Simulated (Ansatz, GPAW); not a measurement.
# C2 in line between two Ag chains: relaxation, then transmission at several levels, part 2 of 3

Wanted: T(E) of C2 in line between two Ag chains at a relaxed geometry in two programs, beside the unrelaxed structure.

GPAW 26.7.0 and Ansatz 0.2.0; Ansatz plane waves; relaxation of the junction with the lead ends held (the session's first sound run).

So far, transmission at the Fermi level (one spin): step 3 (plane waves, PBE) 0.117.

### Step 4. GPAW, dzp

Localised orbitals split the wire into layers that couple to their neighbours alone, which is what the Green's function method needs; double zeta with polarisation is the usual level for numbers.

This step: GPAW LCAO, PAW setups; Landauer transmission from Green's functions with principal layers (ASE), zero bias (GPAW 26.7.0).

File run.py:

```python
import json
import numpy as np
from ase import Atoms
from ase.transport.calculators import TransportCalculator
from gpaw import GPAW, FermiDirac
from gpaw.lcao.tools import get_lcao_hamiltonian
from scipy.linalg import eigh

# The junction with lead layers at both ends, along the third cell vector
device = Atoms(
    ['Ag', 'Ag', 'Ag', 'Ag', 'Ag', 'Ag', 'Ag', 'C', 'C', 'Ag', 'Ag', 'Ag', 'Ag', 'Ag', 'Ag', 'Ag'],
    positions=[
        [4.50000, 4.50000, 1.33000],
        [4.50000, 4.50000, 3.99000],
        [4.50000, 4.50000, 6.65000],
        [4.50000, 4.50000, 9.31000],
        [4.50000, 4.50000, 11.97000],
        [3.92936, 4.07098, 14.58157],
        [4.76643, 4.66025, 17.18742],
        [4.56982, 4.54721, 19.20242],
        [4.45063, 4.56231, 20.44818],
        [4.28555, 4.72246, 22.46202],
        [4.97412, 3.96315, 25.06751],
        [4.50000, 4.50000, 27.67840],
        [4.50000, 4.50000, 30.33840],
        [4.50000, 4.50000, 32.99840],
        [4.50000, 4.50000, 35.65840],
        [4.50000, 4.50000, 38.31840]],
    cell=[[9.0, 0.0, 0.0], [0.0, 9.0, 0.0], [0.0, 0.0, 39.6484]],
    pbc=True)

# One principal layer of the lead: the first 4 atoms of the device
lead = Atoms(
    ['Ag', 'Ag', 'Ag', 'Ag'],
    positions=[
        [4.50000, 4.50000, 1.33000],
        [4.50000, 4.50000, 3.99000],
        [4.50000, 4.50000, 6.65000],
        [4.50000, 4.50000, 9.31000]],
    cell=[[9.0, 0.0, 0.0], [0.0, 9.0, 0.0], [0.0, 0.0, 10.64]],
    pbc=True)

settings = dict(mode='lcao', basis='dzp', xc='PBE', h=0.2,
                occupations=FermiDirac(0.1), maxiter=250,
                mixer=dict(beta=0.1, nmaxold=8, weight=100.0),
                convergence=dict(density=0.0001))
energies = np.arange(-2, 2 + 1e-9, 0.025)
eta = 0.0001
n1, n2 = 1, 1
# k and -k transmit alike, so half of the mesh across the current serves
mesh = [(i, j) for i in range(n1) for j in range(n2) if (i, j) <= (-i % n1, -j % n2)]
weights = np.array([1 if (i, j) == (-i % n1, -j % n2) else 2 for i, j in mesh]) / (n1 * n2)

# [... helper functions left out ...]
fermi_lead = ground_state(lead, (1, 1, 11), 'lead.txt')
fermi_device = ground_state(device, (1, 1, 2), 'device.txt')
# [... loop over the mesh left out, but for ...]
        # Shift the lead onto the potential of the device's first layer
        shift = ((H[:, 0, 0] - H0[:, 0, 0]) / S0[0, 0]).real.mean()
# [...]
kT = 8.617333e-5 * 300
bias = [0.1, 0.2, 0.5, 1.0, 1.5, 2.0]
# [... integrals and printing left out ...]
```

Command:

```sh
OMP_NUM_THREADS=1 OPENBLAS_NUM_THREADS=1 python run.py
```

Wall time 2.1 min (1 thread of Arm Neoverse V1, shared host); peak memory 1.4 GiB.

Numbers from this step:

```yaml
conductance: 0.1437 G₀
thermopower: 7.745 μV/K
largest_coupling_past_the_next_principal_layer: 3.56e-5 eV
largest_misfit_of_the_first_principal_layer: 0.04886 eV
shift_that_aligns_the_lead: -9.90e-4 eV
basis_functions_of_the_junction: 404
basis_functions_of_a_principal_layer: 108
transmission_at_the_fermi_level_one_spin: 0.1446
```

One spin. The transmission, zone mean by energy, zero at the Fermi level:

| energy (eV) | transmission, zone mean |
| --- | --- |
| -2.000 | 0.0203 |
| -1.900 | 0.0104 |
| -1.800 | 0.00337 |
| -1.700 | 0.00148 |
| -1.600 | 2.3e-8 |
| -1.500 | 1.7e-9 |
| -1.400 | 1.8e-9 |
| -1.300 | 1.4e-9 |
| -1.200 | 1.5e-9 |
| -1.100 | 0 |
| -1.000 | 0.00534 |
| -0.900 | 0.0861 |
| -0.800 | 0.467 |
| -0.700 | 0.994 |
| -0.600 | 0.728 |
| -0.500 | 0.489 |
| -0.400 | 0.424 |
| -0.325 | 0.534 |
| -0.300 | 0.122 |
| -0.200 | 0.140 |
| -0.125 | 0.156 |
| -0.100 | 0.156 |
| 0.000 | 0.145 |
| 0.100 | 0.126 |
| 0.200 | 0.107 |
| 0.300 | 0.0908 |
| 0.400 | 0.0787 |
| 0.500 | 0.0699 |
| 0.600 | 0.0637 |
| 0.700 | 0.0595 |
| 0.800 | 0.0567 |
| 0.900 | 0.0549 |
| 1.000 | 0.0537 |
| 1.100 | 0.0531 |
| 1.200 | 0.0529 |
| 1.300 | 0.0532 |
| 1.400 | 0.0540 |
| 1.500 | 0.0553 |
| 1.600 | 0.0572 |
| 1.700 | 0.0599 |
| 1.800 | 0.0636 |
| 1.900 | 0.0682 |
| 2.000 | 0.0740 |

Crossings of the lead's bands, unfolded to its shortest repeat. Table of open channels, zone mean by energy, zero at the Fermi level:

energy (eV), open channels, zone mean and a bar:
```
   -2.000       3.00 ##############################
   -1.900       3.00 ##############################
   -1.800       3.00 ##############################
   -1.700       1.00 ##########
   -1.600       0.00 
   -1.500       0.00 
   -1.400       0.00 
   -1.300       0.00 
   -1.200       0.00 
   -1.100       0.00 
   -1.000       1.00 ##########
   -0.900       1.00 ##########
   -0.800       1.00 ##########
   -0.700       1.00 ##########
   -0.600       1.00 ##########
   -0.500       1.00 ##########
   -0.400       1.00 ##########
   -0.300       1.00 ##########
   -0.200       1.00 ##########
   -0.100       1.00 ##########
    0.000       1.00 ##########
    0.100       1.00 ##########
    0.200       1.00 ##########
    0.300       1.00 ##########
    0.400       1.00 ##########
    0.500       1.00 ##########
    0.600       1.00 ##########
    0.700       1.00 ##########
    0.800       1.00 ##########
    0.900       1.00 ##########
    1.000       1.00 ##########
    1.100       1.00 ##########
    1.200       1.00 ##########
    1.300       1.00 ##########
    1.400       1.00 ##########
    1.500       1.00 ##########
    1.600       1.00 ##########
    1.700       1.00 ##########
    1.800       1.00 ##########
    1.900       1.00 ##########
    2.000       1.00 ##########
```

Not self-consistent under bias; the bias window is split evenly. Current through one cell, from the zero-bias transmission against bias:

| bias (V) | current through one cell, from the zero-bias transmission (μA) |
| --- | --- |
| 0.100 | 1.11 |
| 0.200 | 2.21 |
| 0.500 | 5.14 |
| 1.000 | 13.8 |
| 1.500 | 29.5 |
| 2.000 | 35.5 |

Transmission of the three most open eigenchannels against energy, zero at the Fermi level:

| energy (eV) | channel 1 | channel 2 | channel 3 |
| --- | --- | --- | --- |
| -2.000 | 0.0124 | 0.00583 | 0.00207 |
| -1.900 | 0.00547 | 0.00279 | 0.00210 |
| -1.800 | 0.00182 | 9.4e-4 | 6.1e-4 |
| -1.700 | 0.00148 | 1.6e-9 | 0 |
| -1.600 | 2.2e-8 | 1.6e-9 | 0 |
| -1.500 | 1.7e-9 | 0 | 0 |
| -1.400 | 1.8e-9 | 0 | 0 |
| -1.300 | 1.4e-9 | 0 | 0 |
| -1.200 | 1.5e-9 | 0 | 0 |
| -1.100 | 0 | 0 | 0 |
| -1.000 | 0.00534 | 7.9e-11 | 0 |
| -0.900 | 0.0861 | 1.2e-9 | 0 |
| -0.800 | 0.467 | 1.4e-9 | 0 |
| -0.700 | 0.994 | 1.5e-9 | 0 |
| -0.600 | 0.728 | 1.5e-9 | 0 |
| -0.500 | 0.489 | 1.5e-9 | 0 |
| -0.400 | 0.424 | 1.5e-9 | 0 |
| -0.300 | 0.122 | 1.5e-9 | 0 |
| -0.200 | 0.140 | 1.6e-9 | 0 |
| -0.100 | 0.156 | 1.6e-9 | 0 |
| 0.000 | 0.145 | 1.6e-9 | 0 |
| 0.100 | 0.126 | 1.6e-9 | 0 |
| 0.200 | 0.107 | 1.6e-9 | 0 |
| 0.300 | 0.0908 | 1.6e-9 | 0 |
| 0.400 | 0.0787 | 1.6e-9 | 0 |
| 0.500 | 0.0699 | 1.6e-9 | 0 |
| 0.600 | 0.0637 | 1.6e-9 | 0 |
| 0.700 | 0.0595 | 1.6e-9 | 0 |
| 0.800 | 0.0567 | 1.6e-9 | 0 |
| 0.900 | 0.0549 | 1.6e-9 | 0 |
| 1.000 | 0.0537 | 1.6e-9 | 0 |
| 1.100 | 0.0531 | 1.6e-9 | 0 |
| 1.200 | 0.0529 | 1.6e-9 | 0 |
| 1.300 | 0.0532 | 1.6e-9 | 0 |
| 1.400 | 0.0540 | 1.6e-9 | 0 |
| 1.500 | 0.0553 | 1.6e-9 | 0 |
| 1.600 | 0.0572 | 1.6e-9 | 0 |
| 1.700 | 0.0599 | 1.6e-9 | 0 |
| 1.800 | 0.0636 | 1.6e-9 | 0 |
| 1.900 | 0.0682 | 1.6e-9 | 0 |
| 2.000 | 0.0740 | 1.6e-9 | 0 |

At the Fermi level T is 0.145 against 0.117 in plane waves. Couplings past the next layer reach 3.6e-5 eV, small enough to drop; the matrix elements of the cell's first layer differ from the bulk lead's by up to 0.049 eV. That layer keeps its own values in the calculation, and only beyond it is the lead taken as perfect. The Fermi levels of lead and junction count from different zeros of potential, one for each periodic cell; with both set to zero, the small remaining shift is what aligns them. By hand: G = 0.1437 × 77.48 μS = 11.1 μS, a resistance of 89.8 kΩ; at 0.1 V a linear junction would pass 1.11 μA, and the integral over the bias window gives 1.11 μA. Mott's formula, S = -(π²/3)(k_B²T/e) d ln T/dE, has the prefactor 7.33 μV/K·eV at 300 K; T = 0.1486 at -0.025 eV and 0.1402 at 0.025 eV give a slope of -1.17 per eV and S = 8.54 μV/K, beside 7.75 μV/K from the thermal integral, which interpolates the same grid.

### Step 5. Single-zeta polarised basis

One radial function a shell plus polarisation makes the matrices smaller; the question is what that costs.

Edit run.py of step 4 so:

```diff
@@ -42,3 +42,3 @@
 
-settings = dict(mode='lcao', basis='dzp', xc='PBE', h=0.2,
+settings = dict(mode='lcao', basis='szp(dzp)', xc='PBE', h=0.2,
                 occupations=FermiDirac(0.1), maxiter=250,
```

Wall time 68 s (1 thread); peak memory 1.4 GiB.

This step gave:

```
conductance                                 : 0.1292 G₀
thermopower                                 : 8.490 μV/K
largest misfit of the first principal layer : 0.05174 eV
shift that aligns the lead                  : 0.001686 eV
basis functions of the junction             : 228
basis functions of a principal layer        : 60
transmission at the Fermi level (one spin)  : 0.1299
```

The conductance, 0.129 G₀, lies 10 % below that of the dzp run.

### Step 6. GPAW, sz: basis = "sz(dzp)"

The minimal basis is the cheapest rung: no second zeta and no polarisation.

Edit run.py of step 5 so:

```diff
@@ -42,3 +42,3 @@
 
-settings = dict(mode='lcao', basis='szp(dzp)', xc='PBE', h=0.2,
+settings = dict(mode='lcao', basis='sz(dzp)', xc='PBE', h=0.2,
                 occupations=FermiDirac(0.1), maxiter=250,
```

It took 56 s on 1 thread; peak memory 1.3 GiB.

Numbers from this step:

```
conductance                                    : 0.1620 G₀
thermopower                                    : 13.07 μV/K
largest coupling past the next principal layer : 3.59e-5 eV
largest misfit of the first principal layer    : 0.02915 eV
shift that aligns the lead                     : -0.001774 eV
basis functions of the junction                : 176
basis functions of a principal layer           : 48
transmission at the Fermi level (one spin)     : 0.1619
```

The conductance, 0.162 G₀, lies 13 % above that of the dzp run.

### Step 7. RPBE in the dzp basis: xc = "RPBE"

Back in the dzp basis, the functional changes from PBE to RPBE, to set the spread between functionals beside that between bases.

Edit run.py of step 6 so:

```diff
@@ -42,3 +42,3 @@
 
-settings = dict(mode='lcao', basis='sz(dzp)', xc='PBE', h=0.2,
+settings = dict(mode='lcao', basis='dzp', xc='RPBE', h=0.2,
                 occupations=FermiDirac(0.1), maxiter=250,
```

The job ended after 2.1 min (1 thread; peak memory 1.4 GiB).

Numbers from this step:

```
conductance                                    : 0.1472 G₀
thermopower                                    : 7.967 μV/K
largest coupling past the next principal layer : 3.60e-5 eV
largest misfit of the first principal layer    : 0.04802 eV
shift that aligns the lead                     : -0.001468 eV
basis functions of the junction                : 404
basis functions of a principal layer           : 108
transmission at the Fermi level (one spin)     : 0.1480
```

One spin. Transmission, zone mean against energy, zero at the Fermi level:

energy (eV), transmission, zone mean and a bar:
```
   -2.000      0.012 
   -1.900      0.004 
   -1.800      0.001 
   -1.700      0.000 
   -1.600      0.000 
   -1.500      0.000 
   -1.400      0.000 
   -1.300      0.000 
   -1.200      0.000 
   -1.100      0.000 
   -1.000      0.007 
   -0.900      0.096 ###
   -0.800      0.501 ###############
   -0.700      0.995 ##############################
   -0.600      0.715 ######################
   -0.500      0.487 ###############
   -0.400      0.431 #############
   -0.325      0.520 ################
   -0.300      0.045 #
   -0.200      0.148 ####
   -0.125      0.161 #####
   -0.100      0.161 #####
    0.000      0.148 ####
    0.100      0.129 ####
    0.200      0.109 ###
    0.300      0.093 ###
    0.400      0.081 ##
    0.500      0.072 ##
    0.600      0.066 ##
    0.700      0.062 ##
    0.800      0.059 ##
    0.900      0.057 ##
    1.000      0.056 ##
    1.100      0.055 ##
    1.200      0.055 ##
    1.300      0.055 ##
    1.400      0.056 ##
    1.500      0.058 ##
    1.600      0.060 ##
    1.700      0.063 ##
    1.800      0.067 ##
    1.900      0.072 ##
    2.000      0.078 ##
```

The conductance, 0.147 G₀, lies 2.4 % above that of the dzp run.

### Step 8. The structure as built: geometry = "as built"

The dzp basis with PBE on the structure as first built shows what the relaxation was worth.

Edit run.py of step 7 so:

```diff
@@ -17,8 +17,8 @@
         [4.50000, 4.50000, 11.97000],
-        [3.92936, 4.07098, 14.58157],
-        [4.76643, 4.66025, 17.18742],
-        [4.56982, 4.54721, 19.20242],
-        [4.45063, 4.56231, 20.44818],
-        [4.28555, 4.72246, 22.46202],
-        [4.97412, 3.96315, 25.06751],
+        [4.50000, 4.50000, 14.63000],
+        [4.50000, 4.50000, 17.29000],
+        [4.50000, 4.50000, 19.20420],
+        [4.50000, 4.50000, 20.44420],
+        [4.50000, 4.50000, 22.35840],
+        [4.50000, 4.50000, 25.01840],
         [4.50000, 4.50000, 27.67840],
@@ -42,3 +42,3 @@
 
-settings = dict(mode='lcao', basis='dzp', xc='RPBE', h=0.2,
+settings = dict(mode='lcao', basis='dzp', xc='PBE', h=0.2,
                 occupations=FermiDirac(0.1), maxiter=250,
```

Elapsed: 2.1 min, on 1 thread; peak memory 1.4 GiB.

Numbers from this step:

```yaml
conductance: 0.2286 G₀
thermopower: 17.62 μV/K
largest_coupling_past_the_next_principal_layer: 3.56e-5 eV
largest_misfit_of_the_first_principal_layer: 0.07961 eV
shift_that_aligns_the_lead: 2.16e-4 eV
transmission_at_the_fermi_level_one_spin: 0.2272
```

One spin. The transmission, zone mean by energy, zero at the Fermi level:

| energy (eV) | transmission, zone mean |
| --- | --- |
| -2.000 | 0.146 |
| -1.800 | 0.0431 |
| -1.600 | 2.4e-6 |
| -1.400 | 2.5e-9 |
| -1.200 | 2.7e-9 |
| -1.000 | 0.00742 |
| -0.800 | 0.0885 |
| -0.600 | 0.523 |
| -0.475 | 0.994 |
| -0.400 | 0.789 |
| -0.200 | 0.372 |
| 0.000 | 0.227 |
| 0.200 | 0.142 |
| 0.400 | 0.0954 |
| 0.600 | 0.0725 |
| 0.800 | 0.0607 |
| 1.000 | 0.0535 |
| 1.200 | 0.0483 |
| 1.400 | 0.0442 |
| 1.600 | 0.0410 |
| 1.800 | 0.0384 |
| 2.000 | 0.0363 |

The conductance, 0.229 G₀, lies 59 % above that of the dzp run.

### Step 9. Cost and result by level

Times are wall times on the hardware named with each run. Results by setting:

| no. | run | conductance (G₀) | time | memory (GiB) |
| --- | --- | --- | --- | --- |
| 1 | pw PBE | 0.1160 | 1.8 min | 4.7 |
| 2 | dzp | 0.1437 | 2.1 min | 1.4 |
| 3 | szp | 0.1292 | 68 s | 1.4 |
| 4 | sz | 0.1620 | 56 s | 1.3 |
| 5 | dzp RPBE | 0.1472 | 2.1 min | 1.4 |
| 6 | asbuilt | 0.2286 | 2.1 min | 1.4 |

### Step 10. Comparison

The curves are compared point by point over the common energies.

This step: comparison of transmission and cost over codes, levels and geometry (GPAW 26.7.0).

Ladder, by row:

| step | code | T at the Fermi level (sum over the listed spins) | conductance (G0) | r.m.s. T(E) from the first | wall time (s) | peak memory (GiB) | threads |
| --- | --- | --- | --- | --- | --- | --- | --- |
| pw-pbe | Ansatz | 0.1168 | 0.116 | 0 | 110 | 4.651 | 4 |
| dzp | GPAW | 0.1446 | 0.1437 | 0.08123 | 126.2 | 1.44 | 1 |
| szp | GPAW | 0.1299 | 0.1292 | 0.08343 | 67.63 | 1.37 | 1 |
| sz | GPAW | 0.1619 | 0.162 | 0.2126 | 56.2 | 1.33 | 1 |
| dzp-RPBE | GPAW | 0.148 | 0.1472 | 0.07638 | 123.2 | 1.44 | 1 |
| asbuilt | GPAW | 0.2272 | 0.2286 | 0.2149 | 128.8 | 1.44 | 1 |

Table of transmission, zone mean, sum over the listed spins by energy, zero at the Fermi level:

| energy (eV) | pw-pbe | dzp | szp | sz | dzp-RPBE | asbuilt |
| --- | --- | --- | --- | --- | --- | --- |
| -2.000 | 0.00780 | 0.0203 | 0.0127 | 0.0672 | 0.0122 | 0.146 |
| -1.800 | 9.6e-4 | 0.00337 | 0.00399 | 0.0148 | 0.00120 | 0.0431 |
| -1.600 | 0 | 2.3e-8 | 0.00126 | 0.00318 | 1.7e-9 | 2.4e-6 |
| -1.400 | 0 | 1.8e-9 | 1.1e-9 | 2.5e-9 | 4.9e-9 | 2.5e-9 |
| -1.200 | 0 | 1.5e-9 | 1.7e-10 | 1.7e-11 | 1.5e-9 | 2.7e-9 |
| -1.000 | 0.0209 | 0.00534 | 0.00280 | 2.7e-4 | 0.00665 | 0.00742 |
| -0.800 | 0.877 | 0.467 | 0.399 | 0.0310 | 0.501 | 0.0885 |
| -0.750 | 0.988 | 0.810 | 0.803 | 0.0786 | 0.841 | 0.135 |
| -0.700 | 0.813 | 0.994 | 0.994 | 0.183 | 0.995 | 0.209 |
| -0.600 | 0.488 | 0.728 | 0.653 | 0.738 | 0.715 | 0.523 |
| -0.525 | 0.372 | 0.530 | 0.468 | 0.990 | 0.526 | 0.905 |
| -0.400 | 0.337 | 0.424 | 0.398 | 0.846 | 0.431 | 0.789 |
| -0.325 | 0.486 | 0.534 | 0.245 | 0.150 | 0.520 | 0.567 |
| -0.200 | 0.106 | 0.140 | 0.136 | 0.216 | 0.148 | 0.372 |
| -0.100 | 0.123 | 0.156 | 0.142 | 0.191 | 0.161 | 0.289 |
| 0.000 | 0.117 | 0.145 | 0.130 | 0.162 | 0.148 | 0.227 |
| 0.200 | 0.0913 | 0.107 | 0.0946 | 0.110 | 0.109 | 0.142 |
| 0.400 | 0.0712 | 0.0787 | 0.0690 | 0.0780 | 0.0810 | 0.0954 |
| 0.600 | 0.0602 | 0.0637 | 0.0557 | 0.0624 | 0.0659 | 0.0725 |
| 0.800 | 0.0548 | 0.0567 | 0.0497 | 0.0558 | 0.0588 | 0.0607 |
| 1.000 | 0.0524 | 0.0537 | 0.0476 | 0.0539 | 0.0558 | 0.0535 |
| 1.200 | 0.0518 | 0.0529 | 0.0475 | 0.0546 | 0.0551 | 0.0483 |
| 1.400 | 0.0530 | 0.0540 | 0.0491 | 0.0572 | 0.0563 | 0.0442 |
| 1.600 | 0.0562 | 0.0572 | 0.0529 | 0.0621 | 0.0598 | 0.0410 |
| 1.800 | 0.0624 | 0.0636 | 0.0598 | 0.0701 | 0.0666 | 0.0384 |
| 2.000 | 0.0722 | 0.0740 | 0.0711 | 0.0833 | 0.0783 | 0.0363 |

[end of part 2 of 3]

[Logs are printed without paths, hosts, clocks, repeated set-up lines and the standing remarks that a program may print on its own settings, such as how far it seeks lower states.]

[Hosts, paths, dates, database ids (printed as entryN), source tags and the programs' standing remarks are cut or masked in the printed files.]
